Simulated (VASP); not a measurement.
Input of a VASP 6.6.1 run:

Contents of INCAR:

```
PREC = Accurate
ENCUT = 520
EDIFF = 1E-6
ISMEAR = 0
SIGMA = 0.05
LREAL = False
LASPH = True
NELM = 100
ALGO = Fast
ISIF = 2
LWAVE = False
LCHARG = True
ISPIN = 2
MAGMOM = 0.5 0 0
LORBIT = 11
LMAXMIX = 4
LDAU = True
LDAUTYPE = 2
LDAUL = 2 -1
LDAUU = 6 0
LDAUJ = 0 0
LDAUPRINT = 1
GGA = PE
LELF = True
LVHAR = True
NBANDS = 22
```

File KPOINTS:

```
regular mesh
0
Gamma
  6 6 4
```

The input POSCAR:

```
PtS2
1.0
    3.1165126000     -1.9104842100      0.0000000000
    3.1165126000      1.9104842100      0.0000000000
   -0.0030682400      0.0000000000      4.3949362900
Pt S
1 2
Direct
    0.0000000000      0.0000000000      0.0000000000
    0.6879000000      0.6879000000      0.2889000000
    0.3121000000      0.3121000000      0.7111000000
```

Potentials or basis: VASP PAW PBE potentials, release 64 (Pt, S).

Launch:

```bash
$ cat potpaw_PBE.64/Pt/POTCAR potpaw_PBE.64/S/POTCAR > POTCAR
$ mpirun -np 1 vasp_std > vasp.out
```

Problem. What does it give for the pressure?

Solution. -7.5 GPa.

Problem. What does it give for the net moment?

Solution. 0.00 μB per cell.

Problem. What does it give for the largest force?

Solution. 1.258 eV/Å.

Problem. Estimate the band gap on the k mesh.

Solution. None (metal or under the smearing width).

Forces on the atoms (eV/Å):
```
Pt   0.000  0.000  0.000
S   -0.724  0.000 -1.029
S    0.724  0.000  1.029
```

Caveat: forces of over 1 eV/Å show positions far from the minimum, so gaps and moduli don't describe the material at rest. The state reached can hang on the start; a lower one may exist.
